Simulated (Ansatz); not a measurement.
A crystal relaxed with r2SCAN in Ansatz 0.2.0 has space group Fm-3m (No. 225) and a = 4.204 Å.

| atom | site | x | y | z |
| --- | --- | --- | --- | --- |
| Xx | 4a | 0.0000 | 0.0000 | 0.0000 |
| O | 4b | 0.5000 | 0.0000 | 0.0000 |

With r2SCAN the gap is 5.68 eV and direct, at Γ. With HSE06 the gap is 6.54 eV and direct, at Γ. PBE gives a direct gap of 4.80 eV at Γ. Meshes: r2SCAN 10×10×10, HSE06 8×8×8, PBE 10×10×10. r2SCAN's ε∞ is 3.0 in all directions.

Task: Which element is Xx?
A. Mg
B. Zn
C. Ba
D. Ca

Result: A. Xx is Mg: MgO (rocksalt). Mg has 6 O at 2.10 Å; O has 6 Mg at 2.10 Å.

Calculated for a static, non-magnetic cell.

The meshes of the hybrids are coarse, so their gaps aren't converged to the digits shown.
